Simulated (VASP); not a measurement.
# Ti, energy along a vibration (SMASS = -2): which settings are enough?

Ti, Fm-3m (no. 225), atoms displaced along the mode, 2 atoms in the cell. LDA, energy along a line of displacements; PAW potentials Ti_sv (LDA set). VASP 6.6.1.

Wanted: harmonic frequency within 1 %.

Space group without the displacement: Fm-3m (no. 225); Mode: transverse mode at X; Step along the mode (Å): 0.02.

POSCAR:
```
Ti
1.0
    2.0300000000      2.0300000000      0.0000000000
   -2.0300000000      2.0300000000      0.0000000000
    0.0000000000      0.0000000000      4.0600000000
Ti
2
Direct
   -0.0098522167      0.0098522167      0.0000000000
    0.5098522167      0.4901477833      0.5000000000

    0.0100000000   0.0000000000   0.0000000000
   -0.0100000000   0.0000000000   0.0000000000
```

The series start from k mesh: 7 × 7 × 5; Cutoff (eV): 360; Step along the mode (Å): 0.02; Electronic threshold (eV): 1e-7. Each series keeps the choices made before it, and each single choice may use up half of a tolerance.

## k mesh

| k mesh | Harmonic frequency (THz) | Time (s) |
|---|---|---|
| 3 × 3 × 2 | 5.678 | 21 |
| 4 × 4 × 3 | 5.168 | 40 |
| 5 × 5 × 4 | 6.221 | 69 |
| 7 × 7 × 5 | 4.845 | 137 |
| 8 × 8 × 6 | 4.547 | 206 |
| 10 × 10 × 8 | 4.715 | 382 |
| 13 × 13 × 10 (reference) | 4.929 | 790 |

Chosen: 13 × 13 × 10; the next looser run is off by more than half of the tolerance, so convergence isn't shown beyond this value.

## Cutoff (eV)

| Cutoff (eV) | Harmonic frequency (THz) | Time (s) |
|---|---|---|
| 200 | 5.252 | 374 |
| 240 | 5.255 | 371 |
| 280 | 4.894 | 407 |
| 320 | 4.9 | 738 |
| 360 | 4.929 | 790 |
| 420 (reference) | 4.851 | 1116 |

Chosen: 420; the next looser run is off by more than half of the tolerance, so convergence isn't shown beyond this value.

The chosen settings are those of the reference run.

## The input

INCAR:
```
ALGO = Normal
EDIFF = 1E-7
ENCUT = 420
GGA = CA
IBRION = 0
ISMEAR = 1
ISYM = 0
IWAVPR = 11
KPAR = 2
LASPH = T
LCHARG = F
LREAL = F
LWAVE = F
NELMIN = 4
NSW = 9
POTIM = 1
PREC = Accurate
SIGMA = 0.15
SMASS = -2
```

KPOINTS:
```
Automatic mesh
0
Gamma
  13 13 10
  0 0 0
```

Commands:
```
cat potpaw_LDA.64/Ti_sv/POTCAR > POTCAR
mpirun -np 2 vasp_std > vasp.out
```

Limits: NELMIN = 4 forces that many electronic steps, so a loose EDIFF looks better here than it is.

The chosen input took VASP 6.6.1 1116 s on 2 cores (Intel Xeon Platinum 8375C @ 2.90GHz (Ice Lake)), a shared host.

## An input that fails: POTIM multiplies the typed steps tenfold

It runs to its end, but against the unchanged starting input it is off by 349 % in the harmonic frequency.

Changes against the starting input:
```
- POTIM = 1
+ POTIM = 10
```
